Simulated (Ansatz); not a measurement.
HfO₂: a vibration from a frozen displacement

Method: Ansatz 0.2.0, DFT PBE, scalar-relativistic, plane waves, PAW. The runs took a 420 eV cutoff, a Γ-centred 6×6×6 mesh and Gaussian smearing (0.05 eV). Spin–orbit coupling is left out, which matters for the heavy elements here. No spin polarisation. Energies are free energies at this smearing, counted from the undisturbed cell; pressure is positive in compression.

The starting cell (relaxed at this level; this fluorite-type form isn't the usual structure):

```xyz
12
Lattice="5.0976 0.0000 0.0000 0.0000 -5.0976 0.0000 0.0000 0.0000 -5.0976" Properties=species:S:1:pos:R:3 pbc="T T T"
Hf    0.0000    0.0000    0.0000
Hf    2.5488   -2.5488    0.0000
Hf    2.5488    0.0000   -2.5488
Hf    0.0000   -2.5488   -2.5488
O     1.2744   -1.2744   -1.2744
O     3.8232   -3.8232   -1.2744
O     3.8232   -1.2744   -3.8232
O     1.2744   -3.8232   -3.8232
O     3.8232   -3.8232   -3.8232
O     1.2744   -1.2744   -3.8232
O     1.2744   -3.8232   -1.2744
O     3.8232   -1.2744   -1.2744
```

Atom 1 (Hf) is moved by x along the Cartesian unit vector (1.000, 0.000, 0.000); the cell and all other atoms stay fixed. The cell's volume is 132.46 Å³; the moved atoms weigh 178.490 u together and the others 663.462 u. Some rows repeat others by symmetry and weren't run.

| x (Å) | ΔE (meV/cell) | total force on the moved atoms along the move (eV/Å) | pressure (GPa) |
| --- | --- | --- | --- |
| -0.4500 | 1603.16 | 7.7359 | 6.1120 |
| -0.3938 | 1201.13 | 6.5758 | 4.6878 |
| -0.3375 | 862.78 | 5.4524 | 3.4431 |
| -0.2250 | 367.86 | 3.3920 | 1.5241 |
| -0.1125 | 89.23 | 1.6036 | 0.3764 |
| 0.0000 | 0.00 | 0.0000 | -0.0041 |
| 0.1125 | 89.23 | -1.6036 | 0.3764 |
| 0.2250 | 367.86 | -3.3920 | 1.5241 |
| 0.3375 | 862.78 | -5.4524 | 3.4431 |
| 0.3938 | 1201.13 | -6.5758 | 4.6878 |
| 0.4500 | 1603.16 | -7.7359 | 6.1120 |

Task: What frequency belongs to this motion?

Result: The force constant is k = −dF/dx = 14.254 eV/Å², from the parabola through x = -0.1125, 0 and 0.1125. In every cell the moved atoms swing against the rest, so the mass is μ = m₁m₂/(m₁ + m₂) = 140.651 u, and ν̃ = 521.5 cm⁻¹ × √(|k|/μ) = 166 cm⁻¹. The pattern needn't be a normal mode: ν̃² is then a weighted mean of the squared nonzero frequencies at the zone centre of this cell, taken without macroscopic field, so it lies between the lowest and the highest of them.

Task: How far does the harmonic law reach?

Result: At x = -0.450 Å, kx²/2 = 1443.24 meV against the computed 1603.16 meV (+11.1 %): the well stiffens in this direction at large amplitude.

Task: The pressure changes with x². What does that say about the frequency under compression?

Result: With E = k(V)x²/2, k ∝ V^(−2γ) and x scaling with the cell as V^(1/3), P − P0 = −∂E/∂V = (2γ − 2/3) ΔE/V. At x = 0.2250 Å, V(P − P0) = 132.46 × 1.52816 / 160.2 eV = 1263.45 meV and ΔE = 367.86 meV, so γ = 1/3 + V(P − P0)/(2ΔE) = 2.05. This is the Grüneisen parameter of the motion under uniform scaling of the cell: shrinking the cell evenly by 1 % in volume raises the frequency by about 2.05 %.

Cost: 6 runs of about 4 core-minutes in all, on Intel Xeon Platinum 8259CL (Skylake/Cascade Lake) (shared hosts).

The hafnium ion sits in a stiff, single well: the restoring force grows faster than the displacement, and the modest 166 cm⁻¹ reflects the heavy cation rather than weak bonding. Inversion symmetry at the hafnium site removes the odd terms in the energy, so the leading anharmonicity is quartic. Moving the ion towards one face of its oxygen cube shortens four Hf–O contacts and lengthens the other four. The steep overlap repulsion on the short side probably outweighs the bonding lost on the long side, which would explain both the hardening and the outward push on the fixed cell. The positive Grüneisen parameter fits the same picture, as compression brings the ions onto a steeper part of the repulsive wall.

None of this shows that the cubic form is dynamically stable. The instability that leads from fluorite to tetragonal hafnia consists of antiparallel oxygen shifts with the cations at rest, so by symmetry it has no weight in a displacement of hafnium alone.
